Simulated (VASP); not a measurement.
A convergence study with VASP on ZrO$_{2}$ (fluorite): one setting is varied, all else stays as given below, so the limit is that of these other settings.

```xyz
3
Lattice="0.0000 2.5450 2.5450 2.5450 0.0000 2.5450 2.5450 2.5450 0.0000" Properties=species:S:1:pos:R:3 pbc="T T T"
Zr     0.0000     0.0000     0.0000
O      1.2725     1.2725     1.2725
O      3.8175     3.8175     3.8175
```

The numbers are results of PBE GGA, VASP's PBE PAW potentials (set 64) (plane waves; VASP 6.6.1), not measurements. The tightest run used: 700 eV cut-off, 6×6×6 Γ-centred mesh, Gaussian smearing of 0.010 eV, potentials Zr_sv O.

```
setting      mean ε∞  highest Γ mode (cm⁻¹)  plane waves
-----------  -------  ---------------------  -----------
ENCUT = 300     5.73                  575.6          397
ENCUT = 400     5.78                  559.7          612
ENCUT = 500     5.80                  562.5          869
```

### Question
These are the cheaper rows. Estimate the results at ENCUT = 700, and how far the last row shown lies from them.

### Answer

```json
[
 {"quantity": "mean ε∞", "tightest run": "5.79", "last row shown is off by": "0.00"},
 {"quantity": "highest Γ mode (cm⁻¹)", "tightest run": "562.6", "last row shown is off by": "-0.1"}
]
```

Left out are rungs that failed or repeat a setting and relaxations that didn't move; long series are thinned to 24 rows.

The compound is ZrO2 in the fluorite structure, the high-temperature cubic form, which is unstable at 0 K; the monoclinic form is the stable one. The cell was not relaxed at this level.
